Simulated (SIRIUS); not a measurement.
A run of SIRIUS 7.12.0:

sirius.json

```json
{
  "control": {
    "processing_unit": "cpu",
    "verbosity": 2,
    "num_bands_to_print": 44,
    "print_forces": true,
    "print_stress": true
  },
  "parameters": {
    "electronic_structure_method": "pseudopotential",
    "xc_functionals": ["XC_GGA_X_PBE", "XC_GGA_C_PBE"],
    "gk_cutoff": 9.2,
    "pw_cutoff": 18.4,
    "ngridk": [7, 7, 7],
    "shiftk": [0, 0, 0],
    "smearing": "fermi_dirac",
    "smearing_width": 0.0018374661,
    "num_bands": 44,
    "num_mag_dims": 0,
    "num_dft_iter": 100,
    "energy_tol": 1e-08,
    "density_tol": 1e-06
  },
  "iterative_solver": {
    "type": "davidson",
    "min_tolerance": 1e-10
  },
  "mixer": {
    "type": "anderson",
    "beta": 0.7,
    "max_history": 8
  },
  "settings": {
    "tol_ne": 1e-10,
    "pseudo_grid_cutoff": 6.5
  },
  "unit_cell": {
    "lattice_vectors": [
      [0.0, 8.912434271219, 13.913628969275],
      [4.458961227135, 0.0, 13.913628969275],
      [4.458961227135, 8.912434271219, 0.0]
    ],
    "atom_coordinate_units": "lattice",
    "atom_types": ["Si", "O"],
    "atom_files": {
      "O": "O.json",
      "Si": "Si.json"
    },
    "atoms": {
      "Si": [
        [0.93676892, 0.93676892, 0.56323108],
        [0.68676892, 0.68676892, 0.31323108],
        [0.31323108, 0.31323108, 0.68676892],
        [0.56323108, 0.56323108, 0.93676892]
      ],
      "O": [
        [0.0634396, 0.4365604, 0.0634396],
        [0.4365604, 0.0634396, 0.4365604],
        [0.8134396, 0.1865604, 0.8134396],
        [0.1865604, 0.8134396, 0.1865604],
        [0.125, 0.625, 0.625],
        [0.625, 0.625, 0.625],
        [0.625, 0.625, 0.125],
        [0.625, 0.125, 0.625]
      ]
    }
  }
}
```

Potentials or basis: PseudoDojo 0.4.1 PBE standard (scalar relativistic).

Run with:

```console
$ upf_to_json O.upf
$ upf_to_json Si.upf
$ OMP_NUM_THREADS=4 sirius.scf --input=sirius.json --output=out.json --task=0
```

Hardware: 4 threads of INTEL(R) XEON(R) PLATINUM 8581C CPU @ 2.10GHz (Emerald Rapids), on a shared host.

Q: Estimate the wall time of this run.

A: Run time: 8.7 min on 4 threads of INTEL(R) XEON(R) PLATINUM 8581C CPU @ 2.10GHz (Emerald Rapids), with other jobs on the host, peak memory 4.4 GiB. Counts: scf iterations 18, k points 64, plane waves 14595, bands 44.
